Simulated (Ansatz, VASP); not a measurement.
**Two plane-wave programs on Rh**

Contents of INCAR:

```
SYSTEM = Rh
PREC = Accurate
ENCUT = 520
EDIFF = 1E-7
ISMEAR = -1
SIGMA = 0.1
LREAL = .FALSE.
LASPH = .TRUE.
NELM = 100
ALGO = Normal
ISIF = 2
LWAVE = .FALSE.
LCHARG = .FALSE.
GGA = PS
NBANDS = 14
```

The input KPOINTS:

```
Automatic mesh
0
G
  14 14 14
  0 0 0
```

File POSCAR:

```
Rh
1.0
    2.5337068510      0.0000000000      0.0000000000
    0.0000000000      2.5337068510      0.0000000000
    0.0000000000      0.0000000000      2.5337068510
Rh
1
Direct
    0.0000000000      0.0000000000      0.0000000000
```

Input for Ansatz:

```yaml
crystal:
  lattice:
    - [2.533706851, 0.0, 0.0]
    - [0.0, 2.533706851, 0.0]
    - [0.0, 0.0, 2.533706851]
  atoms:
    - { symbol: Rh, position: [0.0, 0.0, 0.0] }
hamiltonian:
  xc: pbesol
  pseudopotentials:
    kind: paw
    azcp:
      Rh: "pseudopotentials/Rh.paw.azcp"
basis:
  ecutwfc: 420
  fft_grid_basis: typed
kpoints:
  mp_grid: { grid: [14, 14, 14], shift: [0, 0, 0] }
magnetization:
  spin_polarized: false
scf:
  occupations: { method: fermi_dirac, width: 0.1 }
  lower_state_search: "off"
output:
  stress: true
  write_density: true
  write_potential: true
  elf: true
  volumetric_format: npy
```

Alike in both runs: task single point; functional PBEsol; k mesh 14 × 14 × 14; occupations fermi-dirac, width 0.1 eV; no spin polarisation.

|  | VASP | Ansatz |
| --- | --- | --- |
| version | VASP 6.6.1 | Ansatz 0.2.0 |
| potentials or method | VASP PAW PBE potentials, release 64 (Rh_pv) | plane waves (420 eV) with PAW, scalar-relativistic |
| plane-wave cutoff (eV) | 520 | 420 |
| valence electrons in the cell | 15 | 17 |

```csv
,VASP,Ansatz,Ansatz less VASP
pressure (GPa),-7.7,-7.7,+0.02
```

With one functional, cell and mesh, what is left measures potentials, basis and numerics. The two sets of potentials don't hold the same shells in valence. Ansatz warned: «pseudo_functional_mismatch».

Caveats: the PAW data sets were made with another functional, which shifts forces and pressure a little (VASP).
